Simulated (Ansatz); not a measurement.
Relaxing MnO₂

These are results of DFT r2SCAN, scalar-relativistic, plane waves, PAW (Ansatz 0.2.0), not measurements. Run with 500 eV cutoff, 12×12×6 k-mesh, Gaussian smearing of 0.10 eV, collinear spin.

What was changed in ZrO2: Zr → Mn on all its sites, cell and atoms relaxed.

With moments and this functional the run may sit in a state above the lowest one.

Command:

```bash
ansatz run input.yaml --threads 1 --pin off --max-ram 2560MiB --backend cpu --events-out ev --progress --plain --runs-dir out
```

Input:

```yaml
crystal:
  lattice:
    - [3.1953529966, 0.0, 0.0]
    - [0.0, 3.1953529966, 0.0]
    - [0.0, 0.0, 6.4841413027]
  atoms:
    - { symbol: Mn, position: [0.0, 0.0, 0.0], spin: 2.79 }
    - { symbol: Mn, position: [0.5, 0.5, 0.5], spin: 2.79 }
    - { symbol: O, position: [0.0, 0.5, 0.3787069621] }
    - { symbol: O, position: [0.0, 0.5, 0.8787069621] }
    - { symbol: O, position: [0.5, 0.0, 0.6212930379] }
    - { symbol: O, position: [0.5, 0.0, 0.1212930379] }
basis:
  ecutwfc: 500
kpoints:
  mp_grid: { grid: [12, 12, 6] }
hamiltonian:
  xc: r2scan
scf:
  occupations: { method: gaussian, width: 0.1 }
output:
  forces: true
  stress: true
  eigenvalues: true
  populations: true
magnetization:
  spin_polarized: true
relax:
  adjacent_minimum: "off"
  f_tol: 0.01
  max_steps: 60
  cell: { stress_tol: 0.1 }
```

F is the free energy. Steps run on the plane waves of an earlier cell, but the last one, and at times one on the way, on a freshly chosen basis, so a repeated geometry can differ a little in energy.

Steps:

```csv
step,F − F(1) (eV),largest force component (eV/Å),V (Å³/atom),P (GPa)
1,0.0000,0.037,11.034,0.02
2,-0.0003,0.018,11.013,0.08
3,-0.0004,0.001,11.010,-0.01
4,-0.0003,0.001,11.010,-0.01
```

Relaxed structure:

```xyz
6
Lattice="3.1935 0.0000 0.0000 0.0000 3.1935 0.0000 0.0000 0.0000 6.4774" Properties=species:S:1:pos:R:3 pbc="T T T"
Mn    0.0000    0.0000    0.0000
Mn    1.5967    1.5967    3.2387
O     0.0000    1.5967    2.4489
O     0.0000    1.5967    5.6876
O     1.5967    0.0000    4.0285
O     1.5967    0.0000    0.7898
```

It takes space group P4_2/nmc (No. 137, tetragonal). Conventional cell: a = 3.193 Å, b = 3.193 Å, c = 6.477 Å, α = 90.00°, β = 90.00°, γ = 90.00°. Mn (site symmetry -4m2) is surrounded by 4 O at 1.78 Å. O (site symmetry 2mm) has 2 Mn at 1.78 Å as nearest neighbours.

The run converged. The run took 2.5 min on 1 thread of Intel(R) Xeon(R) 6975P-C (Granite Rapids), with other jobs on the host, peak memory 0.9 GiB.